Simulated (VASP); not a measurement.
Input of a VASP 6.6.1 run:

INCAR

```
PREC = Accurate
ENCUT = 520
EDIFF = 1E-6
ISMEAR = -1
SIGMA = 0.02
LREAL = False
LASPH = True
NELM = 100
ALGO = Normal
ISIF = 2
LWAVE = False
LCHARG = False
GGA = PE
NBANDS = 11
```

Contents of KPOINTS:

```
Automatic mesh
0
Gamma
  8 8 8
```

POSCAR

```
MgS
1.0
    0.0568431669      2.6015179370      2.6015179370
    2.6015179370      0.0568431669      2.6015179370
    2.6583611039      2.6583611039      0.0000000000
Mg S
1 1
Direct
    0.0000000000      0.0000000000      0.0000000000
    0.5000000000      0.5000000000      0.5000000000
```

Potentials or basis: VASP PAW PBE potentials, release 64 (Mg, S).

Command:

```console
$ cat potpaw_PBE.64/Mg/POTCAR potpaw_PBE.64/S/POTCAR > POTCAR
$ mpirun -np 1 vasp_std > vasp.out
```

Estimate the band gap on the k mesh.

2.50 eV, indirect (least direct gap 3.48 eV).

Estimate the pressure.

0.9 GPa.

Stress tensor (GPa, compression positive):
```
 0.97 -2.41  0.00
-2.41  0.97  0.00
 0.00  0.00  0.80
```

A k mesh can miss the band edges.
